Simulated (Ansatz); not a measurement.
Set up this calculation in Ansatz 0.2.0, as the native input.

```yaml
Task: single point
Functional: PBEsol
Potentials_or_basis: all-electron LAPW, scalar-relativistic
Cutoff: 169 eV (chosen from the basis error)
Basis_error_allowed: 0.001 eV/atom
k_mesh: 8 × 8 × 8
Occupations: gaussian, width 0.02 eV
Spin: no spin polarisation
```

NaCl:

```
Cl Na
1.0
     0.00000    2.79406    2.79406
     2.79406    0.00000    2.79406
     2.79406    2.79406    0.00000
Cl Na
1 1
Direct
  0.50000 0.50000 0.50000
  0.00000 0.00000 0.00000
```

The cell is a database's computed one.

These files were run (other wordings do the same):

input.yaml

```yaml
crystal:
  lattice:
    - [0.0, 2.7940632177, 2.7940632177]
    - [2.7940632177, 0.0, 2.7940632177]
    - [2.7940632177, 2.7940632177, 0.0]
  atoms:
    - { symbol: Cl, position: [0.5, 0.5, 0.5] }
    - { symbol: Na, position: [0.0, 0.0, 0.0] }
kpoints:
  mp_grid: { grid: [8, 8, 8] }
scf:
  occupations: { method: gaussian, width: 0.02 }
hamiltonian:
  xc: pbesol
  pseudopotentials: { kind: all_electron, lapw: { basis_error: 0.001 } }
output:
  forces: true
  stress: true
  eigenvalues: true
```

Potentials or basis: all-electron LAPW, scalar-relativistic.

Command:

```bash
$ ansatz run input.yaml --threads 1 --pin off --max-ram 3072MiB --backend cpu --events-out ev --progress --plain --runs-dir out
```

It gave:

- Pressure: 0.2 GPa
- Band gap on the k mesh: 5.04 eV, direct

It took 2.8 s on 1 thread of Arm Neoverse V2, with other jobs on the host, peak memory 0.23 GiB.
